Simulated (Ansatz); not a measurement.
Crystal: Al.

```xyz
1
Lattice="-1.5759 1.6569 1.6580 1.4795 -1.5976 1.5023 1.6145 1.6362 -1.5987" Properties=species:S:1:pos:R:3 pbc="T T T"
Al    0.0000    0.0000    0.0000
```

This isn't the form of Al at room conditions, which is fcc.

The cell isn't the ideal one: cell sheared at random, sigma 0.03, atoms nudged by 0.01 Å.

| Item | Value |
| --- | --- |
| Program | Ansatz 0.2.0 |
| Task | relaxation of cell and atoms |
| Functional | HF |
| Potentials or basis | Ansatz PAW |
| Cutoff | 420 eV (not typed: the program's choice for these potentials) |
| k mesh | 6 × 6 × 6 |
| Occupations | fermi-dirac, width 0.05 eV |
| Spin | no spin polarisation |

At the start: volume 16.08 Å³/atom.

Q: Where does the relaxation end?

A: It ends after 9 steps and the volume is 18.29 Å³/atom (+13.8 %); space group C2/m (No. 12, to 0.05 Å).

Step by step:
```csv
step,energy change (eV),largest force (eV/Å),volume (Å³)
1,0.0000,0.0000,16.08
2,-0.0745,0.0000,17.27
3,-0.0850,0.0000,18.01
4,-0.0856,0.0000,18.28
5,-0.0856,0.0000,18.26
6,-0.0856,0.0000,18.26
7,-0.0870,0.0000,18.26
8,-0.0870,0.0000,18.29
9,-0.0870,0.0000,18.29
```

Final structure:
```yaml
crystal:
  lattice:
    - [-1.62897, 1.75611, 1.66033]
    - [1.57732, -1.71373, 1.57049]
    - [1.65876, 1.74457, -1.62095]
  atoms:
    - { symbol: Al, position: [0.00000, 0.00000, 0.00000] }
```

Caveat: the k mesh is coarse (spacing up to 0.49 Å⁻¹), so the values aren't converged, least of all with exact exchange; the plane-wave basis is chosen anew once the cell has moved, so the energies of steps on either side of that aren't comparable; the PAW data sets come from PBE, with cores solved anew for the run's functional, which leaves a small shift of forces and pressure.
